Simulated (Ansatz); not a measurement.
Sensitivity of the gradients in SiO2 to the input

This input was run with Ansatz:

```yaml
crystal:
  lattice:
    - [6.85758117, 0.0, 0.0]
    - [0.0, 6.85758117, 0.0]
    - [0.0, 0.0, 7.03307129]
  atoms:
    - { symbol: Si, position: [0.20581921, 0.45100694, 0.94917857] }
    - { symbol: Si, position: [0.04899306, 0.29418079, 0.55082143] }
    - { symbol: Si, position: [0.95100694, 0.70581921, 0.55082143] }
    - { symbol: Si, position: [0.45100694, 0.79418079, 0.05082143] }
    - { symbol: Si, position: [0.79418079, 0.54899306, 0.94917857] }
    - { symbol: Si, position: [0.70581921, 0.04899306, 0.44917857] }
    - { symbol: Si, position: [0.29418079, 0.95100694, 0.44917857] }
    - { symbol: Si, position: [0.54899306, 0.20581921, 0.05082143] }
    - { symbol: O, position: [0.15694319, 0.8180152, 0.5832383] }
    - { symbol: O, position: [0.34305681, 0.3180152, 0.0832383] }
    - { symbol: O, position: [0.65694319, 0.6819848, 0.0832383] }
    - { symbol: O, position: [0.0, 0.5, 0.05028089] }
    - { symbol: O, position: [0.16079087, 0.33920913, 0.75] }
    - { symbol: O, position: [0.5, 0.0, 0.94971911] }
    - { symbol: O, position: [0.6819848, 0.34305681, 0.9167617] }
    - { symbol: O, position: [0.3180152, 0.65694319, 0.9167617] }
    - { symbol: O, position: [0.0, 0.5, 0.44971911] }
    - { symbol: O, position: [0.84305681, 0.1819848, 0.5832383] }
    - { symbol: O, position: [0.5, 0.0, 0.55028089] }
    - { symbol: O, position: [0.1819848, 0.15694319, 0.4167617] }
    - { symbol: O, position: [0.8180152, 0.84305681, 0.4167617] }
    - { symbol: O, position: [0.66079087, 0.16079087, 0.25] }
    - { symbol: O, position: [0.33920913, 0.83920913, 0.25] }
    - { symbol: O, position: [0.83920913, 0.66079087, 0.75] }
kpoints:
  mp_grid: { grid: [4, 4, 3] }
scf:
  occupations: { method: fermi_dirac, width: 0.02 }
  algorithm: direct_min
  convergence: { dr2_threshold: 1.0e-11 }
hamiltonian:
  xc: pbe
  pseudopotentials: { kind: paw, frozen_core: stored }
output:
  forces: true
  stress: true
  populations: true
  efg: { quadrupole_moments_barn: { O: -0.02558 } }
total_charge: -1
```

```sh
ansatz run input.yaml --threads 1 --pin off --max-ram 3072MiB --backend cpu --events-out ev --progress --plain --runs-dir out
```

It converged. Of its output the block on the nuclei alone is shown, without the SCF iterations, energies, forces and stress (one atom of each set):

```
--- PAW observables at the nuclei: V_zz in 10²¹ V/m², potentials from the cell's mean, atoms counted from 1 ---
  atom   1  Si V_zz =    +1.835949   η = 0.9252   by run symmetry: allowed
            electrostatic potential = -1354.069552 V   contact ρ = none
  atom   9  O  V_zz =    +9.330988   η = 0.3219   by run symmetry: allowed   C_q = -5.7714 MHz
            electrostatic potential = -618.561423 V   contact ρ = none
  atom  12  O  V_zz =    +8.897654   η = 0.3397   by run symmetry: allowed   C_q = -5.5034 MHz
            electrostatic potential = -618.626841 V   contact ρ = none
  atom  13  O  V_zz =   +10.292275   η = 0.0483   by run symmetry: allowed   C_q = -6.3660 MHz
            electrostatic potential = -618.347376 V   contact ρ = none
```

(1) Can these gradients be trusted, and how do they compare with a run on standard settings?

Answers

(1) Only as results of these settings. Against the standard input the change is `scf.algorithm`: not typed → direct_min; `scf.convergence.dr2_threshold`: not typed → 1e-11; `total_charge`: not typed → -1. A site carries the number of its first atom; V_zz in 10²¹ V/m².

| site | atom | V_zz standard | η standard | V_zz here | η here |
| --- | --- | --- | --- | --- | --- |
| Si | 1 | 1.86 | 0.93 | 1.84 | 0.93 |
| O9 | 9 | 9.42 | 0.33 | 9.33 | 0.32 |
| O12 | 12 | 8.94 | 0.37 | 8.90 | 0.34 |
| O13 | 13 | 10.48 | 0.05 | 10.29 | 0.05 |

The largest change of V_zz is on O13, from 10.48 to 10.29. In per cent, |V_zz| changes by -2 to 0 on O (all sites that start above 2). The changed cell holds a charge of -1 on a uniform background, so it isn't the neutral crystal. It has an odd number of electrons and no spin polarisation, so the extra carrier is shared by both spins and spread out, where a real one carries spin and can localise. The gap no longer holds the Fermi energy in the changed run, so its gradients also hang on the k-mesh and the smearing. SCF iterations: 7 and 9.

On the reference run: At this cell the principal stresses reach 5 GPa in size with PBE, which can matter for small gradients. The largest force is 0.4 eV/Å, so the atoms aren't at the calculated equilibrium and relaxing them would move these values.
